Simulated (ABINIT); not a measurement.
The system is Ag.

```
Ag
1.0
     0.00000    2.04275    2.04275
     2.04275    0.00000    2.04275
     2.04275    2.04275    0.00000
Ag
1
Direct
  0.00000 0.00000 0.00000
```

```yaml
Program: ABINIT 10.8.3 (patched build)
Task: single point
Functional: PBE
Potentials_or_basis: JTH PAW PBE v2.0
Cutoff: 463 eV
k_mesh: 11 × 11 × 11
Occupations: fermi-dirac, width 0.05 eV
Spin: no spin polarisation
```

On this cell: pressure 4.5 GPa; band gap on the k mesh none (metal or under the smearing width).

The same run follows on a disturbed copy (cell strained at random at fixed volume):

```
Ag
1.0
    -0.00622    2.03863    2.06720
     2.01497    0.04695    2.01403
     2.08560    2.05608   -0.02368
Ag
1
Direct
  0.00221 0.02855 0.98957
```

Task: What does the disturbed cell give?

Result: The energy (extrapolated to zero smearing) moves by +6.3 meV/atom; pressure 4.9 GPa; band gap on the k mesh none (metal or under the smearing width).

Stress tensor (GPa, compression positive):
```
 5.13 -1.84  1.50
-1.84  4.88 -0.89
 1.50 -0.89  4.77
```
